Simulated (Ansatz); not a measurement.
# TiAl: the cost of one run

Program: Ansatz 0.2.0. Level of theory: DFT PBE, scalar-relativistic, plane waves, PAW. These are calculated values, not measurements.

### Step 1. The system as given

It takes space group P4/mmm (No. 123, tetragonal). The conventional cell has a = 2.837 Å, b = 2.837 Å, c = 4.059 Å, α = 90.00°, β = 90.00°, γ = 90.00°. Ti (site symmetry 4/mmm) is surrounded by 4 Ti at 2.84 Å and 8 Al at 2.85 Å. Al (site symmetry 4/mmm) has 4 Al at 2.84 Å and 8 Ti at 2.85 Å in its first shell of neighbours.

Structure file:

```xyz
2
Lattice="2.8373 0.0000 0.0000 0.0000 2.8373 0.0000 0.0000 0.0000 4.0591" Properties=species:S:1:pos:R:3 pbc="T T T"
Ti    0.0000    0.0000    0.0000
Al    1.4186    1.4186    2.0295
```

The cell is taken as given, not relaxed at this level.

### Step 2. Zero of energy

Reference values: F = -3037.9900 eV; pressure -0.70 GPa; largest force 0.000 eV/Å; gap on the mesh none (metal). It was computed beforehand with the settings of the runs below.

### Step 3. Setting up an energy map of one atom

Atom 1 (Ti) is moved by p along (0.707, 0.707, 0.000) and q along (0.000, 0.000, 1.000) (Å), all else fixed; its images in the other cells move with it. Points alike by symmetry are run once.

### Step 4. At p = -0.200, q = -0.200

input.yaml

```yaml
crystal:
  lattice:
    - [2.8373, 0.0, 0.0]
    - [0.0, 2.8373, 0.0]
    - [0.0, 0.0, 4.0591]
  atoms:
    - { symbol: Ti, position: [-0.0498436388, -0.0498436388, -0.0492720061] }
    - { symbol: Al, position: [0.5, 0.5, 0.5] }
basis:
  ecutwfc: 420
kpoints:
  mp_grid: { grid: [16, 16, 12] }
hamiltonian:
  xc: pbe
scf:
  occupations: { method: gaussian, width: 0.15 }
output:
  forces: true
  stress: true
  eigenvalues: true
```

On the command line:

```bash
> ansatz run input.yaml --threads 1 --pin off --max-ram 2560MiB --backend cpu --events-out ev --progress --plain --runs-dir out
```

Q: Estimate wall time and peak memory on 1 thread of Intel Xeon Platinum 8259CL at 2.50GHz (Skylake/Cascade Lake), shared host.

About 23 s, with a peak of 0.73 GiB.
